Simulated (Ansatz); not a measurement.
Fe in Ansatz: the effect of target pressure

Crystal: Fe.

```
CELL_PARAMETERS angstrom
0.00000 1.94174 1.96511
1.49844 0.00000 1.96511
1.49844 1.94174 0.00000
ATOMIC_POSITIONS crystal
Fe 0.00000 0.00000 0.00000
```

Alike in all runs:

```yaml
Program: Ansatz 0.2.0
Task: relaxation of cell and atoms
Functional: PBEsol
Potentials_or_basis: Ansatz PAW
Cutoff: "420 eV (not typed: the program's choice for these potentials)"
k_mesh: 13 × 13 × 13
Occupations: fermi-dirac, width 0.05 eV
Spin: collinear spin, ferromagnetic start
Starting_moments: "[3.0] μB"
```

Each run relaxes the cell or the atoms first.

| target pressure | relaxed volume (Å³/atom) | moment (μB) |
| --- | --- | --- |
| 0 GPa | 10.79 | 2.06 |
| 2 GPa | 10.70 | 2.04 |
| 5 GPa | ? | ? |
| 10 GPa | 10.38 | 2.01 |
| 20 GPa | 10.05 | 1.99 |
| 30 GPa | 9.77 | 1.96 |

Task: What does the run with target pressure 5 GPa give?

Result: Relaxed volume 10.57 Å³/atom; moment 2.02 μB.

Worked out: In Murnaghan's law V^(-B') rises as a straight line in P. The other rows fit best with B' = 4.8, V0 = 10.79 Å³/atom and B0 = 236 GPa, which gives 10.57 Å³/atom at 5 GPa, against the run's 10.57. A parabola through the other rows of the moment, of slope -0.00394 μB per GPa there, gives 2.03 μB, against the run's 2.02.

Caveats: the plane-wave basis is chosen anew once the cell has moved, so the energies of steps on either side of that aren't comparable; the PAW data sets come from PBE, with cores solved anew for the run's functional, which leaves a small shift of forces and pressure.
